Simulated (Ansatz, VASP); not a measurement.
# BP in VASP and in Ansatz

File INCAR:

```
SYSTEM = BP
  PREC = Accurate
  ENCUT = 520
  EDIFF = 1E-8
  ISMEAR = -1
  SIGMA = 0.05
  LREAL = .FALSE.
  LASPH = .TRUE.
  NELM = 60
  ALGO = Normal
  ISIF = 2
  LWAVE = .FALSE.
  LCHARG = .FALSE.
  GGA = CA
  LEFG = .TRUE.
  NBANDS = 11
```

KPOINTS

```
regular mesh
0
G
  15 15 15
  0 0 0
```

The input POSCAR:

```
BP
1.0
    0.0000000000      2.2537713532      2.2537713532
    2.2537713532      0.0000000000      2.2537713532
    2.2537713532      2.2537713532      0.0000000000
B P
1 1
Direct
    0.0000000000      0.0000000000      0.0000000000
    0.7500000000      0.7500000000      0.7500000000
```

Input for Ansatz:

```yaml
crystal:
  lattice:
    - [0.0, 2.2537713532, 2.2537713532]
    - [2.2537713532, 0.0, 2.2537713532]
    - [2.2537713532, 2.2537713532, 0.0]
  atoms:
    - { symbol: B, position: [0.0, 0.0, 0.0] }
    - { symbol: P, position: [0.75, 0.75, 0.75] }
kpoints:
  mp_grid: { grid: [15, 15, 15] }
scf:
  occupations: { method: fermi_dirac, width: 0.05 }
hamiltonian:
  xc: lda
  pseudopotentials: { kind: paw }
output:
  forces: true
  stress: true
  eigenvalues: true
  efg: { contact_densities: true }
```

Change from the starting cell: volume scaled by 0.98, PAW files.

Alike in both runs: task electric field gradients; functional LDA; k mesh 15 × 15 × 15; occupations fermi-dirac, width 0.05 eV; no spin polarisation.

|  | VASP | Ansatz |
| --- | --- | --- |
| version | VASP 6.6.1 | Ansatz 0.2.0 |
| potentials or method | VASP PAW LDA potentials, release 64 (B, P) | PAW with Ansatz's default frozen-core files, scalar-relativistic |
| plane-wave cutoff (eV) | 520 | 420 |
| valence electrons in the cell | 8 | 8 |

Ansatz gave:

- pressure (GPa): -2.0
- Vzz of the field gradient on the site that differs most (V/Å²): 0.0

Task: Estimate VASP's values.

Result: Pressure (GPa): -2.1; Vzz of the field gradient on the site that differs most (V/Å²): 0.0.

Caveats: an odd mesh through Γ misses points on the zone boundary, where band edges often lie.
